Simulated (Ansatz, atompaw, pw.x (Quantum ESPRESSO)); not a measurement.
# Ti (Z = 22): one change to the PAW (atompaw) potential, in the atom and in the fcc crystal

| Property | Result |
| --- | --- |
| Element | Ti |
| Generator | atompaw 4.2.0.5 |
| Type | PAW |
| Functional | PBE |
| Relativity | scalar-relativistic |
| Frozen core | [Ar] |
| Valence charge | 4 |
| Reference configuration | 3d2 4s2 4p0 |
| Partial waves | 4s (bound): rc 3.00 bohr; 4s channel at 0.4 Ry: rc 2.15 bohr; 4p (bound, empty): rc 3.00 bohr; 4p channel at 0.55 Ry: rc 3.00 bohr; 3d (bound): rc 1.75 bohr; 3d channel at 3.1 Ry: rc 1.75 bohr |
| Local potential | bessel scheme, radius 2.50 bohr |
| Core correction | smooth core density matched at 2.65 bohr |
| Augmentation charge | besselshape compensation charge, radius 2.65 bohr; PAW radius 3.00 bohr; waves and projectors: custom polynom vanderbiltortho |

Change: wave 4p channel at 0.55 Ry: rc 3.00 bohr becomes 4p channel at 4.07 Ry: rc 3.00 bohr.

Cutoffs, loose and tight: the cutoffs (Ry, on a coarse ladder) from which the occupation-weighted sum of valence levels, in a spherical-Bessel basis at the reference potential, stays within 10 and 1 mRy of its value at 400 Ry. They see the waves, projectors and local potential, not the compensation charge or the core.

Crystal test: fcc Ti in pw.x 7.5, no spin, 14³ k-points, Fermi–Dirac smearing 0.01 Ry, cutoffs set for each file from its atomic test. The reference is all-electron LAPW (Ansatz 0.2.0) with the same functional, mesh and smearing; V0 and B0 come from Birch–Murnaghan fits to the pressures at five volumes. Errors are pseudo minus all-electron; Δ is the rms difference of the E(V) curves that follow from these fits, minima aligned, over ±6 % about the mean V0. Mesh and smearing are coarse, so the numbers serve the comparison and aren't converged zero-temperature values; the lattice is a test structure that the element need not adopt.

All-electron: a0 = 4.119 Å (V0 = 17.47 Å³/atom), B0 = 106.1 GPa.

Task: Does the change bring the crystal closer to the all-electron result?

Result: The mean pressure error goes from +3.81 to +3.31 GPa, so the change moves the solid closer to the all-electron pressures.

| quantity | base | changed |
| --- | --- | --- |
| outcome (atom) | generated | generated |
| cutoff, loose (atom) | 30 Ry | 30 Ry |
| cutoff, tight (atom) | 50 Ry | 50 Ry |
| bound ghosts (atom) | s | s |
| cutoffs in pw.x (Ry) | 60/600 | 60/600 |
| a0 (Å) | 4.163 | 4.157 |
| a0 error (%) | +1.08 | +0.94 |
| B0 error (%) | +4.2 | +4.6 |
| Δ (meV/atom) | 13.7 | 11.9 |
| mean pressure error (GPa) | +3.81 | +3.31 |

Base: The largest radius (3.00 bohr) exceeds half the bond length (2.75 bohr), so the spheres overlap, which is one possible source of error among others. This is a poor potential for the solid. Note: ghost state, extra bound levels that the all-electron valence spectrum of the same l lacks: s at -3.5 eV. A true bound ghost makes a file unfit for plane-wave use. Changed file: The largest radius (3.00 bohr) exceeds half the bond length (2.75 bohr), so the spheres overlap, which is one possible source of error among others. This is a poor potential for the solid. Note: ghost state, extra bound levels that the all-electron valence spectrum of the same l lacks: s at -3.5 eV. A true bound ghost makes a file unfit for plane-wave use. The atomic cutoffs weigh occupied waves only.
